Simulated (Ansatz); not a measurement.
Theory: Ansatz 0.2.0, DFT r2SCAN, scalar-relativistic, plane waves, PAW. All cells share a 500 eV cutoff and Γ-centred k meshes spaced at most 0.3 Å⁻¹ (0.19 for metals, 2π included).

These are static lattice energies at zero pressure. Only the structures computed here compete, so a lower one can exist. For metals, differences of a few meV/atom aren't resolved. No run is spin-polarised.

5 distinct structures were compared, and only named types are asked about.

**Question.** Which is lower for AlN, the zinc blende or the rock salt structure, and by how much?

**Answer.** The zinc blende structure, by 144 meV/atom. It takes 10.4 Å³/atom against 8.2.

**Question.** Which is lower for AlN, the caesium chloride or the wurtzite structure, and by how much?

**Answer.** The wurtzite structure, by 1907 meV/atom. It takes 10.4 Å³/atom against 8.6.

**Question.** Which is lower for AlN, the zinc blende or the caesium chloride structure, and by how much?

**Answer.** The zinc blende structure, by 1883 meV/atom. It takes 10.4 Å³/atom against 8.6.